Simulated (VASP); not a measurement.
# SiC (P6_3mc) in VASP: a series of runs

The runs below take SiC through relaxation of cell and atoms, with PBE.

All numbers are computed with VASP 6.6.1; they aren't measurements. Logs are shortened: lines on timing, memory, paths and dates and some standing lists are left out, and cuts for length are marked.

**1. Starting point**

The structure is hexagonal, space group P6_3mc (No. 186). Conventional cell: a = 3.076 Å, b = 3.076 Å, c = 5.048 Å, α = 90.00°, β = 90.00°, γ = 120.00°. Around Si (site symmetry 3m) lie 4 C at 1.87 to 1.94 Å. C (site symmetry 3m) has 4 Si at 1.87 to 1.94 Å as nearest neighbours.

**2. Relaxation of cell and atoms, PBE**

File INCAR:

```
SYSTEM = SiC
PREC = Accurate
ENCUT = 520
EDIFF = 1E-7
ISMEAR = 0
SIGMA = 0.02
LREAL = .FALSE.
LASPH = .TRUE.
NELM = 60
ALGO = Normal
ISIF = 3
LWAVE = .FALSE.
LCHARG = .FALSE.
GGA = PE
IBRION = 2
NSW = 80
EDIFFG = -0.002
KPAR = 4
```

File KPOINTS:

```
regular mesh
0
G
  9 9 4
  0 0 0
```

File POSCAR:

```
SiC
1.0
    3.0760000000      0.0000000000      0.0000000000
   -1.5380000000      2.6638941400      0.0000000000
    0.0000000000      0.0000000000      5.0480000000
Si C
2 2
Direct
    0.3333333300      0.6666666700      0.0000000000
    0.6666666700      0.3333333300      0.5000000000
    0.3333333300      0.6666666700      0.3850000000
    0.6666666700      0.3333333300      0.8850000000
```

Potentials or basis: VASP PAW PBE potentials, release 64 (Si, C).

Launch:

```bash
$ cat potpaw_PBE.64/Si/POTCAR potpaw_PBE.64/C/POTCAR > POTCAR
$ mpirun -np 4 vasp_std > vasp.out
```

OUTCAR:

```text
SYSTEM = SiC
   PREC = Accurate
   ENCUT = 520
   EDIFF = 1E-7
   ISMEAR = 0
   LREAL = .FALSE.
   LASPH = .TRUE.
   NELM = 60
   ISIF = 3
   GGA = PE
   IBRION = 2
   NSW = 80
   EDIFFG = -0.002

 ion  position               nearest neighbor table
   1  0.333  0.667  0.000-   4 1.87   4 1.87   4 1.87   3 1.94   2 3.09   2 3.09   2 3.09   2 3.09
                             2 3.09   2 3.09
   2  0.667  0.333  0.500-   3 1.87   3 1.87   3 1.87   4 1.94   1 3.09   1 3.09   1 3.09   1 3.09
                             1 3.09   1 3.09
   3  0.333  0.667  0.385-   2 1.87   2 1.87   2 1.87   1 1.94
   4  0.667  0.333  0.885-   1 1.87   1 1.87   1 1.87   2 1.94

  LATTYP: Found a hexagonal cell.
 ALAT       =     3.0760000000
 C/A-ratio  =     1.6410923277

  Lattice vectors:

 A1 = (   3.0760000000,   0.0000000000,   0.0000000000)
 A2 = (  -1.5380000000,   2.6638941400,   0.0000000000)
 A3 = (   0.0000000000,   0.0000000000,   5.0480000000)

Analysis of symmetry for initial positions (statically):
=====================================================================
 Subroutine PRICEL returns:
 Original cell was already a primitive cell.

 Routine SETGRP: Setting up the symmetry group for a
 hexagonal supercell.

 Subroutine GETGRP returns: Found 12 space group operations
 (whereof  6 operations were pure point group operations)
 out of a pool of 24 trial point group operations.

The static configuration has the point symmetry C_3v.
 The point group associated with its full space group is C_6v.

Analysis of symmetry for dynamics (positions and initial velocities):
=====================================================================
 Subroutine PRICEL returns:
 Original cell was already a primitive cell.

 Routine SETGRP: Setting up the symmetry group for a
 hexagonal supercell.

 Subroutine GETGRP returns: Found 12 space group operations
 (whereof  6 operations were pure point group operations)
 out of a pool of 24 trial point group operations.

The dynamic configuration has the point symmetry C_3v.
 The point group associated with its full space group is C_6v.

 Subroutine INISYM returns: Found 12 space group operations
 (whereof  6 operations are pure point group operations),
 and found     1 'primitive' translations

----------------------------------------------------------------------------------------

                                     Primitive cell

  volume of cell :      41.3640

  direct lattice vectors                    reciprocal lattice vectors
     3.076000000  0.000000000  0.000000000     0.325097529  0.187695146  0.000000000
    -1.538000000  2.663894140  0.000000000     0.000000000  0.375390292  0.000000000
     0.000000000  0.000000000  5.048000000     0.000000000  0.000000000  0.198098257

  length of vectors
     3.076000000  3.075999998  5.048000000     0.375390292  0.375390292  0.198098257

  position of ions in fractional coordinates (direct lattice)
     0.333333330  0.666666670  0.000000000
     0.666666670  0.333333330  0.500000000
     0.333333330  0.666666670  0.385000000
     0.666666670  0.333333330  0.885000000

  ion indices of the primitive-cell ions
   primitive index   ion index
                 1           1
                 2           2
                 3           3
                 4           4

----------------------------------------------------------------------------------------

 KPOINTS: regular mesh

Automatic generation of k-mesh.
 Grid dimensions read from file:
 generate k-points for:    9    9    4

 Generating k-lattice:

  Cartesian coordinates                     Fractional coordinates (reciprocal lattice)
     0.036121948  0.020855016  0.000000000     0.111111111  0.000000000  0.000000000
     0.000000000  0.041710032  0.000000000     0.000000000  0.111111111  0.000000000
     0.000000000  0.000000000  0.049524564     0.000000000  0.000000000  0.250000000

  Length of vectors
     0.041710032  0.041710032  0.049524564

  Shift w.r.t. Gamma in fractional coordinates (k-lattice)
     0.000000000  0.000000000  0.000000000

 Subroutine IBZKPT returns following result:
 ===========================================

 Found     36 irreducible k-points:

 Following reciprocal coordinates:
            Coordinates               Weight
  0.000000  0.000000  0.000000      1.000000
  0.111111  0.000000  0.000000      6.000000
  0.222222 -0.000000  0.000000      6.000000
  0.333333 -0.000000  0.000000      6.000000
  0.444444 -0.000000  0.000000      6.000000
  0.111111  0.111111  0.000000      6.000000
[... 16 lines left out ...]
  0.333333  0.222222  0.250000     24.000000
  0.333333  0.333333  0.250000      4.000000
 [... further k-points ...]
   k-points           NKPTS =     36   k-points in BZ     NKDIM =     36   number of bands    NBANDS=     12
   number of dos      NEDOS =    301   number of ions     NIONS =      4
   total plane-waves  NPLWV =  23040
   dimension x,y,z NGX =    24 NGY =   24 NGZ =   40
   dimension x,y,z NGXF=    48 NGYF=   48 NGZF=   80
   ions per type =               2   2
   NGX,Y,Z   is equivalent  to a cutoff of  12.97, 12.97, 13.17 a.u.
   NGXF,Y,Z  is equivalent  to a cutoff of  25.94, 25.94, 26.35 a.u.
 SYSTEM =  SiC
   PREC   = accura    normal or accurate (medium, high low for compatibility)
   ISTART =      0    job   : 0-new  1-cont  2-samecut
   ICHARG =      2    charge: 1-file 2-atom 10-const
   ISPIN  =      1    spin polarized calculation?
   LNONCOLLINEAR =      F non collinear calculations
   LSORBIT =      F    spin-orbit coupling
   LASPH  =      T    aspherical Exc in radial PAW
   ENCUT  =  520.0 eV  38.22 Ry    6.18 a.u.   5.72  5.72  9.39*2*pi/ulx,y,z
   NELM   =     60;   NELMIN=  2; NELMDL= -5     # of ELM steps
   EDIFF  = 0.1E-06   stopping-criterion for ELM
   LREAL  =      F    real-space projection
   EDIFFG = -.2E-02   stopping-criterion for IOM
   NSW    =     80    number of steps for IOM
   IBRION =      2    ionic relax: 0-MD 1-quasi-New 2-CG
   NFREE  =      1    steps in history (QN), initial steepest desc. (CG)
   ISIF   =      3    stress and relaxation
   ISYM   =      2    0-nonsym 1-usesym 2-fastsym
   POTIM  = 0.5000    time-step for ionic-motion
   TEBEG  =    0.0;   TEEND  =   0.0 temperature during run
   PSTRESS=    0.0 pullay stress
   NELECT =      16.0000    total number of electrons
   NUPDOWN=      -1.0000    fix difference up-down
   EMIN   =  10.00;   EMAX   =-10.00  energy-range for DOS
   EFERMI =   0.00;   METHOD = LEGACY
   ISMEAR =     0;   SIGMA  =   0.02  broadening in eV -4-tet -1-fermi 0-gaus
   EFERMI_NEDOS =   21; number of points for ismear=-14 and -15
   IALGO  =     38    algorithm
   IMIX   =      4    mixing-type and parameters
     AMIX     =   0.40;   BMIX     =  1.00
     AMIX_MAG =   1.60;   BMIX_MAG =  1.00
  volume/ion in A,a.u.               =      10.34        69.78
  Fermi-wavevector in a.u.,A,eV,Ry     =   1.192817  2.254098 19.358549  1.422813
  Thomas-Fermi vector in A             =   2.328847
   LORBIT       =      0    0 simple, 1 ext, 2 COOP (PROOUT), +10 PAW based schemes
   GGA     = PE    functional components
   LHFCALC =     F    Hartree Fock is set to
   AEXX    =    0.0000 exact exchange contribution
   IVDW    =     0    specifies the selected vdW correction
   LEPSILON=     F    determine dielectric tensor
   LRPA    =     F    only Hartree local field effects (RPA)
 conjugate gradient relaxation of ions
 non-spin polarized calculation
 Gauss-broadening in eV      SIGMA  =   0.02
  energy-cutoff  :      520.00
  volume of cell :       41.36
 maximum number of plane-waves:      1124
 NGX is ok and might be reduce to    24
   NGX = 11   NGY = 11   NGZ = 19

--------------------------------------- Ionic step        1  -------------------------------------------

 number of electron      16.0000000 magnetization

 Free energy of the ion-electron system (eV)
  ---------------------------------------------------
  ext. energy  EPLUGINS =         0.00000000
  ---------------------------------------------------
  free energy    TOTEN  =       -30.06756965 eV

  energy without entropy =      -30.06756965  energy(sigma->0) =      -30.06756965

------------------------ aborting loop because EDIFF is reached ----------------------------------------

  FORCE on cell =-STRESS in cart. coord.  units (eV):
  Direction    XX          YY          ZZ          XY          YZ          ZX
  --------------------------------------------------------------------------------------
  -------------------------------------------------------------------------------------
  Total        1.3581081      1.3581081      0.1016966      0.0000000      0.0000000      0.0000000
  in kB       52.6044244     52.6044243      3.9390745      0.0000000      0.0000000      0.0000000
  external PRESSURE =      36.3826410 kB  Pullay stress =       0.0000000 kB
[... 213 lines left out ...]
  energy  without entropy=      -30.1102010715  energy(sigma->0) =      -30.11020107

--------------------------------------- Ionic step        7  -------------------------------------------

 number of electron      16.0000000 magnetization

 Free energy of the ion-electron system (eV)
  ---------------------------------------------------
  ext. energy  EPLUGINS =         0.00000000
  ---------------------------------------------------
  free energy    TOTEN  =       -30.11020996 eV

  energy without entropy =      -30.11020996  energy(sigma->0) =      -30.11020996

 E-fermi :   8.2034     XC(G=0): -11.2834

 val. band max:        8.0859429895   @ k =   0.0000   0.0000   0.0000
 cond. band min:      10.3895905076   @ k =   0.3333   0.3333   0.0000
 fundamental gap:      2.3036475181
 Fermi energy:         8.2034459685

 k-point     1 :       0.0000    0.0000    0.0000
  band No.  band energies     occupation
      1      -7.3607      2.00000
      2      -3.8508      2.00000
      3      -0.5230      2.00000
      4       6.7765      2.00000
      5       6.7765      2.00000
      6       7.9766      2.00000
      7       8.0859      2.00000
      8       8.0859      2.00000
      9      12.7611      0.00000
     10      14.1332      0.00000
     11      14.6614      0.00000
     12      14.6614      0.00000
[... 331 lines left out ...]
 k-point    24 :       0.3333    0.3333    0.2500
  band No.  band energies     occupation
      1      -2.7981      2.00000
      2      -2.7981      2.00000
      3       0.9857      2.00000
      4       0.9857      2.00000
      5       1.7233      2.00000
      6       3.6401      2.00000
      7       5.2947      2.00000
      8       5.2947      2.00000
      9      11.5947      0.00000
     10      14.5738      0.00000
     11      14.5738      0.00000
     12      15.8638      0.00000

 [... further k-points ...]

------------------------ aborting loop because EDIFF is reached ----------------------------------------

  FORCE on cell =-STRESS in cart. coord.  units (eV):
  Direction    XX          YY          ZZ          XY          YZ          ZX
  --------------------------------------------------------------------------------------
  -------------------------------------------------------------------------------------
  Total       -0.0000819     -0.0000819     -0.0007117      0.0000000      0.0000000     -0.0000000
  in kB       -0.0031228     -0.0031228     -0.0271467      0.0000000      0.0000000     -0.0000000
  external PRESSURE =      -0.0111307 kB  Pullay stress =       0.0000000 kB
[... 19 lines left out ...]
  FREE ENERGIE OF THE ION-ELECTRON SYSTEM (eV)
  ---------------------------------------------------
  free  energy   TOTEN  =       -30.1102099616 eV

  energy  without entropy=      -30.1102099616  energy(sigma->0) =      -30.11020996

 reached required accuracy - stopping structural energy minimisation
```

Run time: 30 s. Hardware: 4 MPI ranks of Intel Xeon Platinum 8259CL at 2.50GHz (Skylake/Cascade Lake), shared host; peak memory 0.15 GiB.

What came out:

```
Free energy                            : -30.1102 eV
Relaxed volume                         : 10.50 Å³/atom
Relaxed cell                           : a = 3.092 Å, b = 3.092 Å, c = 5.074 Å, α = 90.00°, β = 90.00°, γ = 120.00°
Space group after relaxing (to 0.05 Å) : P6_3mc (No. 186)
Energy gained by relaxing              : 10.7 meV/atom
Ionic steps                            : 7
Pressure after relaxing                : 0.0 GPa
Band gap on the k mesh                 : 2.30 eV, indirect (least direct gap 3.98 eV)
```

The path:
```tsv
step	energy change (eV)	largest force (eV/Å)	pressure (GPa)	volume (Å³)
1	0.0000	0.7512	3.64	41.36
2	-0.0029	0.6246	-3.55	42.78
3	-0.0396	0.0845	-0.45	42.09
4	-0.0426	0.0252	0.05	41.99
5	-0.0426	0.0123	-0.01	42.00
6	-0.0426	0.0113	0.01	42.00
7	-0.0426	0.0003	0.00	42.00
```

Final structure:
```
Si C
1.0
     3.09176    0.00000    0.00000
    -1.54588    2.67755    0.00000
     0.00000    0.00000    5.07388
Si C
2 2
Cartesian
  0.0000 1.7850 0.0232
  1.5459 0.8925 2.5601
  0.0000 1.7850 1.9302
  1.5459 0.8925 4.4672
```

Levels at points of the mesh, in eV from the valence-band top:
| k point | band 4 | band 5 | band 6 | band 7 | band 8 | band 9 | band 10 | band 11 | band 12 |
| --- | --- | --- | --- | --- | --- | --- | --- | --- | --- |
| (0.00, 0.00, 0.00) | -1.31 | -1.31 | -0.11 | 0.00 | 0.00 | 4.68 | 6.05 | 6.58 | 6.58 |
| (0.00, 0.00, 0.50) | -4.41 | -0.71 | -0.71 | -0.71 | -0.71 | 5.76 | 5.76 | 7.27 | 7.27 |

Caveat: an odd mesh through Γ misses points on the zone boundary, where band edges often lie. Zero-point motion and thermal expansion aren't in these numbers.

**3. Relaxation of cell and atoms, PBE**

This run uses another cell than the first one, of 10.50 Å³/atom, 1.015 times its volume.

INCAR is that of step 2.

KPOINTS is that of step 2.

File POSCAR:

```
SiC                                     
1.0
    3.0917635288      0.0000000000      0.0000000000
   -1.5458817644      2.6775457563     -0.0000000000
   -0.0000000000     -0.0000000000      5.0738839412
  Si              C             
     2     2
Direct
     0.3333333300000021    0.6666666699999979    0.0045734908181827
     0.6666666699999979    0.3333333300000021    0.5045734908181826
     0.3333333300000021    0.6666666699999979    0.3804265091818153
     0.6666666699999979    0.3333333300000021    0.8804265091818154
```

Potentials or basis: VASP PAW PBE potentials, release 64 (Si, C).

Launch:

```bash
$ cat potpaw_PBE.64/Si/POTCAR potpaw_PBE.64/C/POTCAR > POTCAR
$ mpirun -np 4 vasp_std > vasp.out
```

Wall time 7.6 s (4 MPI ranks of Intel Xeon Platinum 8259CL at 2.50GHz (Skylake/Cascade Lake), shared host); peak memory 0.14 GiB.

Results (log left out):

```yaml
Free_energy: -30.1104 eV
Pressure_after_relaxing: 0.0 GPa
Band_gap_on_the_k_mesh: 2.30 eV, indirect (least direct gap 3.98 eV)
```

Final structure:
```cif
data_structure
_symmetry_space_group_name_H-M 'P 1'
_symmetry_Int_Tables_number 1
_cell_length_a 3.0918
_cell_length_b 3.0918
_cell_length_c 5.0739
_cell_angle_alpha 90.000
_cell_angle_beta 90.000
_cell_angle_gamma 120.000
_cell_volume 42.00
loop_
_atom_site_label
_atom_site_type_symbol
_atom_site_fract_x
_atom_site_fract_y
_atom_site_fract_z
_atom_site_occupancy
Si1 Si 0.33333 0.66667 0.00457 1
Si2 Si 0.66667 0.33333 0.50457 1
C1 C 0.33333 0.66667 0.38043 1
C2 C 0.66667 0.33333 0.88043 1
```

Levels at points of the mesh, in eV from the valence-band top:
| k point | band 4 | band 5 | band 6 | band 7 | band 8 | band 9 | band 10 | band 11 | band 12 |
| --- | --- | --- | --- | --- | --- | --- | --- | --- | --- |
| (0.00, 0.00, 0.00) | -1.31 | -1.31 | -0.11 | 0.00 | 0.00 | 4.68 | 6.05 | 6.58 | 6.58 |
| (0.00, 0.00, 0.50) | -4.41 | -0.71 | -0.71 | -0.71 | -0.71 | 5.76 | 5.76 | 7.27 | 7.27 |

Caveat: the relaxation stopped at its first step, so nothing moved; an odd mesh through Γ misses points on the zone boundary, where band edges often lie.
